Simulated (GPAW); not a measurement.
## Si/Al(111): work function by functional and basis

How far do functional and basis move the work function of Si/Al(111)?

Calculated with GPAW 26.7.0; GPAW, PAW setups; slab in vacuum, relaxation, in the first sound run; inputs show where later runs differ.

## (1) The structure

The cell holds 5 atoms: 4 Al and 1 Si. Cell: a = 2.864 Å, b = 2.864 Å, c = 26.804 Å, α = 90.0°, β = 90.0°, γ = 60.0°. Vacuum lies along c.

## (2) Relaxation

The atoms are relaxed first, since the surface dipole, and with it the work function, follows the positions of the outer layers. The lowest 2 atoms are held at bulk positions and keep their forces.

run.py

```python
import json
import numpy as np
from ase import Atoms
from ase.constraints import FixAtoms
from ase.optimize import BFGS
from gpaw import GPAW, PW

slab = Atoms(
    ['Al', 'Al', 'Al', 'Al', 'Si'],
    positions=[
        [0.00000, 0.00000, 9.00000],
        [1.43189, 0.82670, 11.33827],
        [2.86378, 1.65341, 13.67654],
        [0.00000, 0.00000, 16.01481],
        [1.43189, 0.82670, 17.80376]],
    cell=[[2.86378, 0.0, 0.0], [1.43189, 2.48011, 0.0], [0.0, 0.0, 26.80376]],
    pbc=[True, True, False])

slab.calc = GPAW(mode=PW(400), xc='PBE', kpts={'size': (13, 13, 1), 'gamma': True},
                 occupations={'name': 'fermi-dirac', 'width': 0.1}, nbands='200%',
                 convergence={'density': 1e-05}, maxiter=200,
                 poissonsolver={'dipolelayer': 'xy'},
                 symmetry={'tolerance': 1e-3, 'extra_ids': [1, 1, 0, 0, 0]}, txt='slab.txt')
result = {}
slab.set_constraint(FixAtoms([0, 1]))
path = []
opt = BFGS(slab, maxstep=0.2)
opt.attach(lambda: path.append((slab.get_potential_energy(), slab.positions.tolist(), slab.get_forces().tolist())))
result['relaxed'] = bool(opt.run(fmax=0.03, steps=40))
result['path'] = path
energy = slab.get_potential_energy()
fermi = slab.calc.get_fermi_level()
v = slab.calc.get_electrostatic_potential().mean((0, 1)) - fermi
n = slab.calc.get_pseudo_density().mean((0, 1))
L = slab.cell[2, 2]
z = np.arange(len(v)) * L / len(v)
low, high = slab.positions[:, 2].min(), slab.positions[:, 2].max()
below, above = np.interp([low - 6.8, high + 6.8], z, v)
slopes = [np.interp(x, z, np.gradient(v, z)) for x in (low - 6.8, high + 6.8)]
eps = np.array([[slab.calc.get_eigenvalues(k, s) for k in range(len(slab.calc.get_ibz_k_points()))]
                for s in range(slab.calc.get_number_of_spins())]) - fermi
top, bottom = eps[eps < 0].max(), eps[eps > 0].min()
dipole = slab.get_dipole_moment()[2]
print(f'energy {energy:.4f} eV, Fermi level {fermi:.4f} eV, dipole {dipole:.5f} e A')
print(f'potential 6.8 A off the faces, from the Fermi level: lower {below:.4f} eV, upper {above:.4f} eV')
print(f'slope of the potential there: lower {slopes[0]:.5f}, upper {slopes[1]:.5f} eV/A')
print(f'nearest levels on the mesh: {top:.4f} and {bottom:.4f} eV')
print('magnetic moment', round(slab.get_magnetic_moment(), 3))
result.update(energy=energy, fermi=fermi, dipole=dipole, below=below, above=above, slopes=slopes, edges=[top, bottom],
              z=z.tolist(), v=v.tolist(), n=n.tolist(), positions=slab.positions.tolist(),
              forces=slab.get_forces(apply_constraint=False).tolist(), moments=slab.get_magnetic_moments().tolist())
json.dump(result, open('result.json', 'w'))
```

Command:

```bash
> OMP_NUM_THREADS=1 OPENBLAS_NUM_THREADS=1 python run.py
```

What it wrote:

```text
Step          Energy          fmax
BFGS:    0      -18.861875        2.217354
BFGS:    1      -18.983415        1.698341
BFGS:    2      -19.180945        0.646488
BFGS:    3      -19.205943        0.457060
BFGS:    4      -19.213144        0.416121
BFGS:    5      -19.223259        0.371366
BFGS:    6      -19.230960        0.276272
BFGS:    7      -19.233913        0.142565
BFGS:    8      -19.234669        0.108886
BFGS:    9      -19.235224        0.115004
BFGS:   10      -19.236943        0.154875
BFGS:   11      -19.240124        0.193775
BFGS:   12      -19.244965        0.181249
BFGS:   13      -19.248598        0.113100
BFGS:   14      -19.249516        0.038264
BFGS:   15      -19.249628        0.005384
energy -19.2180 eV, Fermi level 0.7100 eV, dipole -0.01851 e A
potential 6.8 A off the faces, from the Fermi level: lower 4.1334 eV, upper 4.6036 eV
slope of the potential there: lower -0.00004, upper 0.00004 eV/A
nearest levels on the mesh: -0.0127 and 0.0607 eV
magnetic moment 0.0
```

Run time: 5.8 min. Hardware: 1 thread of Arm Neoverse V2, shared host; peak memory 0.2 GiB.

Step by step:

| step | energy less that of the first step (eV) | largest force (eV/Å) |
| --- | --- | --- |
| 1 | 0.0000 | 2.2174 |
| 2 | -0.1211 | 1.6983 |
| 3 | -0.3201 | 0.6465 |
| 4 | -0.3481 | 0.4571 |
| 5 | -0.3563 | 0.4161 |
| 6 | -0.3673 | 0.3714 |
| 7 | -0.3755 | 0.2763 |
| 8 | -0.3786 | 0.1426 |
| 9 | -0.3793 | 0.1089 |
| 10 | -0.3799 | 0.1150 |
| 11 | -0.3816 | 0.1549 |
| 12 | -0.3850 | 0.1938 |
| 13 | -0.3902 | 0.1812 |
| 14 | -0.3941 | 0.1131 |
| 15 | -0.3950 | 0.0383 |
| 16 | -0.3952 | 0.0054 |

The atoms that moved most (Å):

| atom | dx | dy | dz | length |
| --- | --- | --- | --- | --- |
| Si5 | 0.000 | 0.000 | 0.396 | 0.396 |
| Al4 | 0.000 | 0.000 | 0.006 | 0.006 |

The relaxed structure:

```xyz
5
Lattice="2.8638 0.0000 0.0000 1.4319 2.4801 0.0000 0.0000 0.0000 26.8038" Properties=species:S:1:pos:R:3
Al    0.0000    0.0000    9.0000
Al    1.4319    0.8267   11.3383
Al    2.8638    1.6534   13.6787
Al    0.0000    0.0000   16.0206
Si    1.4319    0.8267   18.1998
```

Numbers from this step:

| Item | Value |
| --- | --- |
| dipole along the normal | -0.01851 e·Å |
| levels nearest the Fermi level on the mesh | -0.01269, 0.06074 eV from the Fermi level |
| upper work function | 4.604 eV |
| lower work function | 4.133 eV |

The electrostatic potential energy of an electron (without an applied field's), less the Fermi level, planar mean oscillates, so the rows of the table below give means over windows of 2.36 Å about each position, cut where the curve ends. Its maxima inside the range that stand out by 2 % of the span (Å: eV): 10.2: -0.446, 12.5: -0.454, 14.9: -0.483, 17.2: -1.22. Its minima: 9.0: -15.8, 11.4: -15.9, 13.7: -15.8, 16.0: -15.9, 18.2: -18.5.

Electrostatic potential energy of an electron (without an applied field's), less the Fermi level, planar mean against z; means over each step:

z (Å), electrostatic potential energy of an electron (without an applied field's), less the Fermi level, planar mean (eV) and a bar from the least value:
```
     1.18        4.2 #############################
     3.54        4.1 #############################
     5.90        4.1 #############################
     8.26       -4.9 ########
    10.62       -7.1 ###
    12.98       -7.1 ###
    15.34       -7.1 ###
    17.70       -8.3 
    20.06        3.2 ###########################
    22.42        4.6 ##############################
    24.78        4.6 ##############################
```

The pseudo valence density, planar mean oscillates, so the rows of the table below give means over windows of 1.18 Å about each position, cut where the curve ends. Its maxima inside the range that stand out by 2 % of the span (Å: e/Å³): 8.6: 0.189, 9.4: 0.197, 10.7: 0.199, 11.8: 0.199, 13.1: 0.198, 14.2: 0.199, 15.4: 0.200, 17.8: 0.282, 18.7: 0.268. Its minima: 9.0: 0.144, 10.1: 0.176, 11.4: 0.141, 12.4: 0.177, 13.7: 0.143, 14.8: 0.177, 16.1: 0.142, 18.2: 0.238.

Pseudo valence density, planar mean against z; means over each step:

| z (Å) | pseudo valence density, planar mean (e/Å³) |
| --- | --- |
| 4.13 | 1.4e-5 |
| 5.31 | 2.7e-4 |
| 6.49 | 0.00506 |
| 7.67 | 0.0682 |
| 8.85 | 0.169 |
| 10.03 | 0.185 |
| 11.21 | 0.176 |
| 12.39 | 0.186 |
| 13.57 | 0.175 |
| 14.75 | 0.186 |
| 15.93 | 0.176 |
| 17.11 | 0.231 |
| 18.29 | 0.257 |
| 19.47 | 0.0902 |
| 20.65 | 0.00489 |
| 21.83 | 1.8e-4 |
| 23.01 | 8.1e-6 |

The relaxation lowered the energy of the cell by 0.395 eV (energies extrapolated to zero smearing; the optimiser's log prints free energies). The largest force left on a free atom is 0.0054 eV/Å.

## (3) The slab's potential

With the geometry fixed, the planar mean of the potential gives the vacuum level on each side.

This step: GPAW, PAW setups; slab in vacuum (GPAW 26.7.0).

run.py: that of step 2 with these lines changed.

```diff
@@ -3,4 +3,2 @@
 from ase import Atoms
-from ase.constraints import FixAtoms
-from ase.optimize import BFGS
 from gpaw import GPAW, PW
@@ -12,5 +10,5 @@
         [1.43189, 0.82670, 11.33827],
-        [2.86378, 1.65341, 13.67654],
-        [0.00000, 0.00000, 16.01481],
-        [1.43189, 0.82670, 17.80376]],
+        [2.86378, 1.65341, 13.67867],
+        [0.00000, 0.00000, 16.02057],
+        [1.43189, 0.82670, 18.19983]],
     cell=[[2.86378, 0.0, 0.0], [1.43189, 2.48011, 0.0], [0.0, 0.0, 26.80376]],
@@ -22,10 +20,4 @@
                  poissonsolver={'dipolelayer': 'xy'},
-                 symmetry={'tolerance': 1e-3, 'extra_ids': [1, 1, 0, 0, 0]}, txt='slab.txt')
+                 symmetry={'tolerance': 1e-3}, txt='slab.txt')
 result = {}
-slab.set_constraint(FixAtoms([0, 1]))
-path = []
-opt = BFGS(slab, maxstep=0.2)
-opt.attach(lambda: path.append((slab.get_potential_energy(), slab.positions.tolist(), slab.get_forces().tolist())))
-result['relaxed'] = bool(opt.run(fmax=0.03, steps=40))
-result['path'] = path
 energy = slab.get_potential_energy()
```

What it wrote:

```text
energy -19.2180 eV, Fermi level 0.7100 eV, dipole -0.01850 e A
potential 6.8 A off the faces, from the Fermi level: lower 4.1334 eV, upper 4.6036 eV
slope of the potential there: lower -0.00004, upper 0.00004 eV/A
nearest levels on the mesh: -0.0127 and 0.0607 eV
magnetic moment 0.0
```

The job ended after 27 s (1 thread; peak memory 0.19 GiB).

This step gave:

```yaml
dipole_along_the_normal: -0.01850 e·Å
```

Electrostatic potential energy of an electron (without an applied field's), less the Fermi level, planar mean against z:

| z (Å) | electrostatic potential energy of an electron (without an applied field's), less the Fermi level, planar mean (eV) |
| --- | --- |
| 0.0 | 4.37 |
| 0.5 | 4.13 |
| 1.0 | 4.13 |
| 1.5 | 4.13 |
| 2.0 | 4.13 |
| 2.5 | 4.13 |
| 3.0 | 4.13 |
| 3.5 | 4.13 |
| 4.0 | 4.13 |
| 4.5 | 4.13 |
| 5.0 | 4.13 |
| 5.5 | 4.12 |
| 6.0 | 4.10 |
| 6.5 | 4.03 |
| 7.0 | 3.77 |
| 7.5 | 2.87 |
| 8.0 | -0.0193 |
| 8.5 | -7.61 |
| 9.0 | -15.8 |
| 9.5 | -7.70 |
| 10.0 | -0.945 |
| 10.5 | -2.20 |
| 11.0 | -11.2 |
| 11.5 | -14.6 |
| 12.0 | -4.62 |
| 12.5 | -0.477 |
| 13.0 | -4.39 |
| 13.5 | -14.4 |
| 14.0 | -11.6 |
| 14.5 | -2.44 |
| 15.0 | -0.814 |
| 15.5 | -7.35 |
| 16.0 | -15.9 |
| 16.5 | -8.23 |
| 17.0 | -1.49 |
| 17.5 | -4.37 |
| 18.0 | -16.2 |
| 18.5 | -13.5 |
| 19.0 | -1.73 |
| 19.5 | 2.89 |
| 20.0 | 4.17 |
| 20.5 | 4.49 |
| 21.0 | 4.57 |
| 21.5 | 4.60 |
| 22.0 | 4.60 |
| 22.5 | 4.60 |
| 23.0 | 4.60 |
| 23.5 | 4.60 |
| 24.0 | 4.60 |
| 24.5 | 4.60 |
| 25.0 | 4.60 |
| 25.5 | 4.60 |
| 26.0 | 4.60 |
| 26.5 | 4.56 |

The pseudo valence density, planar mean oscillates, so the rows of the table below give means over windows of 1.18 Å about each position, cut where the curve ends. Its maxima inside the range that stand out by 2 % of the span (Å: e/Å³): 8.6: 0.189, 9.4: 0.197, 10.7: 0.199, 11.8: 0.199, 13.1: 0.198, 14.2: 0.199, 15.4: 0.200, 17.8: 0.282, 18.7: 0.268. Its minima: 9.0: 0.144, 10.1: 0.176, 11.4: 0.141, 12.4: 0.177, 13.7: 0.143, 14.8: 0.177, 16.1: 0.142, 18.2: 0.238.

The pseudo valence density, planar mean by z; means over each step:

| z (Å) | pseudo valence density, planar mean (e/Å³) |
| --- | --- |
| 4.13 | 1.4e-5 |
| 5.31 | 2.7e-4 |
| 6.49 | 0.00506 |
| 7.67 | 0.0682 |
| 8.85 | 0.169 |
| 10.03 | 0.185 |
| 11.21 | 0.176 |
| 12.39 | 0.186 |
| 13.57 | 0.175 |
| 14.75 | 0.186 |
| 15.93 | 0.176 |
| 17.11 | 0.231 |
| 18.29 | 0.257 |
| 19.47 | 0.0902 |
| 20.65 | 0.00489 |
| 21.83 | 1.8e-4 |
| 23.01 | 8.0e-6 |

Force by atom:

| atom | x (eV/Å) | y (eV/Å) | z (eV/Å) | size |
| --- | --- | --- | --- | --- |
| Al1 | 0.0000 | 0.0000 | -0.0713 | 0.0713 |
| Al2 | 0.0000 | 0.0000 | 0.0753 | 0.0753 |
| Al3 | 0.0000 | 0.0000 | -0.0008 | 0.0008 |
| Al4 | 0.0000 | 0.0000 | -0.0053 | 0.0053 |
| Si5 | 0.0000 | 0.0000 | 0.0022 | 0.0022 |

The potential is flat to 4.0e-5 eV/Å where it is read, so the vacuum is wide enough.

## (4) Self-consistent run: xc = "RPBE"

The same geometry under RPBE, to see how far the functional moves the levels against the vacuum.

run.py: that of step 3 with these lines changed.

```diff
@@ -16,3 +16,3 @@
 
-slab.calc = GPAW(mode=PW(400), xc='PBE', kpts={'size': (13, 13, 1), 'gamma': True},
+slab.calc = GPAW(mode=PW(400), xc='RPBE', kpts={'size': (13, 13, 1), 'gamma': True},
                  occupations={'name': 'fermi-dirac', 'width': 0.1}, nbands='200%',
```

What it wrote:

```text
energy -17.9612 eV, Fermi level 0.7926 eV, dipole -0.01869 e A
potential 6.8 A off the faces, from the Fermi level: lower 4.0595 eV, upper 4.5345 eV
slope of the potential there: lower -0.00004, upper 0.00004 eV/A
nearest levels on the mesh: -0.0069 and 0.0555 eV
magnetic moment 0.0
```

Run time: 27 s. Hardware: 1 thread; peak memory 0.19 GiB.

Numbers from this step:

- dipole along the normal: -0.01869 e·Å
- levels nearest the Fermi level on the mesh: -0.006873, 0.05549 eV from the Fermi level
- upper work function: 4.535 eV
- lower work function: 4.060 eV

The electrostatic potential energy of an electron (without an applied field's), less the Fermi level, planar mean oscillates, so the rows of the table below give means over windows of 2.36 Å about each position, cut where the curve ends. Its maxima inside the range that stand out by 2 % of the span (Å: eV): 10.2: -0.527, 12.5: -0.535, 14.9: -0.563, 17.2: -1.30. Its minima: 9.0: -15.9, 11.4: -16.0, 13.7: -16.0, 16.0: -16.0, 18.2: -18.6.

Table of electrostatic potential energy of an electron (without an applied field's), less the Fermi level, planar mean by z; means over each step:

z (Å), electrostatic potential energy of an electron (without an applied field's), less the Fermi level, planar mean (eV) and a bar from the least value:
```
     1.18        4.1 #############################
     3.54        4.1 #############################
     5.90        4.0 #############################
     8.26       -4.9 ########
    10.62       -7.2 ###
    12.98       -7.2 ###
    15.34       -7.2 ###
    17.70       -8.4 
    20.06        3.1 ###########################
    22.42        4.5 ##############################
    24.78        4.5 ##############################
```

The pseudo valence density, planar mean oscillates, so the rows of the table below give means over windows of 1.18 Å about each position, cut where the curve ends. Its maxima inside the range that stand out by 2 % of the span (Å: e/Å³): 8.6: 0.189, 9.4: 0.196, 10.7: 0.199, 11.8: 0.198, 13.1: 0.198, 14.2: 0.198, 15.4: 0.199, 17.8: 0.281, 18.7: 0.268. Its minima: 9.0: 0.144, 10.1: 0.177, 11.4: 0.141, 12.4: 0.178, 13.7: 0.143, 14.8: 0.178, 16.1: 0.142, 18.2: 0.237.

Pseudo valence density, planar mean against z; means over each step:

z (Å), pseudo valence density, planar mean (e/Å³) and a bar:
```
     4.13      0.000 
     5.31      0.000 
     6.49      0.005 #
     7.67      0.069 ########
     8.85      0.169 ####################
    10.03      0.186 ######################
    11.21      0.175 #####################
    12.39      0.186 ######################
    13.57      0.175 ####################
    14.75      0.186 ######################
    15.93      0.175 #####################
    17.11      0.231 ###########################
    18.29      0.256 ##############################
    19.47      0.091 ###########
    20.65      0.005 #
    21.83      0.000 
    23.01      0.000
```

Force by atom:

| atom | x (eV/Å) | y (eV/Å) | z (eV/Å) | size |
| --- | --- | --- | --- | --- |
| Al1 | 0.000 | 0.000 | -0.139 | 0.139 |
| Al2 | 0.000 | 0.000 | 0.075 | 0.075 |
| Al3 | 0.000 | 0.000 | 0.000 | 0.000 |
| Al4 | 0.000 | 0.000 | -0.007 | 0.007 |
| Si5 | 0.000 | 0.000 | 0.071 | 0.071 |

The upper face's work function is 4.535 eV, against 4.604 eV in the first plane-wave PBE run at this geometry.

## (5) Self-consistent run: xc = "revPBE"

The same geometry under revPBE, to see how far the functional moves the levels against the vacuum.

run.py: that of step 4 with these lines changed.

```diff
@@ -16,3 +16,3 @@
 
-slab.calc = GPAW(mode=PW(400), xc='RPBE', kpts={'size': (13, 13, 1), 'gamma': True},
+slab.calc = GPAW(mode=PW(400), xc='revPBE', kpts={'size': (13, 13, 1), 'gamma': True},
                  occupations={'name': 'fermi-dirac', 'width': 0.1}, nbands='200%',
```

What it wrote:

```text
energy -18.1343 eV, Fermi level 0.7826 eV, dipole -0.01857 e A
potential 6.8 A off the faces, from the Fermi level: lower 4.0606 eV, upper 4.5326 eV
slope of the potential there: lower -0.00004, upper 0.00004 eV/A
nearest levels on the mesh: -0.0081 and 0.0564 eV
magnetic moment 0.0
```

The job ended after 27 s (1 thread; peak memory 0.19 GiB).

Numbers from this step:

| Item | Value |
| --- | --- |
| dipole along the normal | -0.01857 e·Å |
| levels nearest the Fermi level on the mesh | -0.008093, 0.05638 eV from the Fermi level |
| upper work function | 4.533 eV |
| lower work function | 4.061 eV |

The upper face's work function is 4.533 eV, against 4.604 eV in the first plane-wave PBE run at this geometry.

## (6) OptPBE vdW: xc = "optPBE-vdW"

The same geometry under optPBE-vdW, to see how far the functional moves the levels against the vacuum (the van der Waals functionals take revPBE setups).

run.py: that of step 5 with these lines changed.

```diff
@@ -16,3 +16,3 @@
 
-slab.calc = GPAW(mode=PW(400), xc='revPBE', kpts={'size': (13, 13, 1), 'gamma': True},
+slab.calc = GPAW(mode=PW(400), xc='optPBE-vdW', kpts={'size': (13, 13, 1), 'gamma': True},
                  occupations={'name': 'fermi-dirac', 'width': 0.1}, nbands='200%',
```

What it wrote:

```text
energy -44.4578 eV, Fermi level 0.6507 eV, dipole -0.02013 e A
potential 6.8 A off the faces, from the Fermi level: lower 4.2508 eV, upper 4.7624 eV
slope of the potential there: lower -0.00004, upper 0.00004 eV/A
nearest levels on the mesh: -0.0119 and 0.0779 eV
magnetic moment 0.0
```

Run time: 35 s. Hardware: 1 thread; peak memory 0.32 GiB.

Numbers from this step:

| Property | Result |
| --- | --- |
| dipole along the normal | -0.02013 e·Å |
| levels nearest the Fermi level on the mesh | -0.01186, 0.07790 eV from the Fermi level |
| upper work function | 4.762 eV |
| lower work function | 4.251 eV |

The upper face's work function is 4.762 eV, against 4.604 eV in the first plane-wave PBE run at this geometry.

## (7) Self-consistent run: xc = "vdW-DF2"

The same geometry under vdW-DF2, to see how far the functional moves the levels against the vacuum (the van der Waals functionals take revPBE setups).

run.py: that of step 6 with these lines changed.

```diff
@@ -16,3 +16,3 @@
 
-slab.calc = GPAW(mode=PW(400), xc='optPBE-vdW', kpts={'size': (13, 13, 1), 'gamma': True},
+slab.calc = GPAW(mode=PW(400), xc='vdW-DF2', kpts={'size': (13, 13, 1), 'gamma': True},
                  occupations={'name': 'fermi-dirac', 'width': 0.1}, nbands='200%',
```

What it wrote:

```text
energy -128.0853 eV, Fermi level 0.6076 eV, dipole -0.02064 e A
potential 6.8 A off the faces, from the Fermi level: lower 4.2934 eV, upper 4.8182 eV
slope of the potential there: lower -0.00022, upper 0.00012 eV/A
nearest levels on the mesh: -0.0254 and 0.0917 eV
magnetic moment 0.0
```

It took 52 s on 1 thread; peak memory 0.32 GiB.

Numbers from this step:

| Property | Result |
| --- | --- |
| dipole along the normal | -0.02064 e·Å |
| levels nearest the Fermi level on the mesh | -0.02542, 0.09167 eV from the Fermi level |
| upper work function | 4.818 eV |
| lower work function | 4.293 eV |

The upper face's work function is 4.818 eV, against 4.604 eV in the first plane-wave PBE run at this geometry.

[end of part 1 of 2]

[Logs are printed without paths, hosts, clocks, repeated set-up lines and the standing remarks that a program may print on its own settings, such as how far it seeks lower states.]

[Hosts, paths, dates, database ids (printed as entryN), source tags and the programs' standing remarks are cut or masked in the printed files.]
